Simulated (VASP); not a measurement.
A run of VASP 6.6.1 is set up as follows.

INCAR

```
ALGO = Normal ; EDIFF = 1E-6
ENCUT = 520 ; GGA = PE
ISIF = 2 ; ISMEAR = 0
LASPH = True ; LCHARG = False
LREAL = False ; LWAVE = False
NELM = 80 ; PREC = Accurate
SIGMA = 0.02
```

Contents of KPOINTS:

```
k-points
0
Gamma
  8 8 8
```

POSCAR

```
GaSb
1.0
    0.0000000000      3.0590000000      3.0590000000
    3.0590000000      0.0000000000      3.0590000000
    3.0590000000      3.0590000000      0.0000000000
Sb Ga
1 1
Direct
    0.7500000000      0.7500000000      0.7500000000
    0.0000000000      0.0000000000      0.0000000000
```

Potentials or basis: VASP PAW PBE potentials, release 64 (Sb, Ga_d).

Command:

```bash
$ cat potpaw_PBE.64/Sb/POTCAR potpaw_PBE.64/Ga_d/POTCAR > POTCAR
$ mpirun -np 1 vasp_std > vasp.out
```

**Question.** Estimate the band gap on the k mesh.

**Answer.** 0.04 eV, direct.

**Question.** Estimate the pressure.

**Answer.** 2.4 GPa.

Caveat: spin-orbit coupling is left out, which moves the levels of the heavy elements.

**What was measured.**

A printed reference work, data compilation reports, for a bulk crystal of GaSb at 4.2 K: band gap 0.811 eV (direct).

Against the measured gap of GaSb, 0.811 eV (direct; 4.2 K; a printed reference work, data compilation), the calculated 0.04 eV is off by -0.78 eV. Spin-orbit coupling on Ga, Sb is left out. The value is that of PBE on a finite k mesh, which can miss the band edges, without temperature or zero-point motion. Semilocal functionals fall short of measured gaps as a rule.
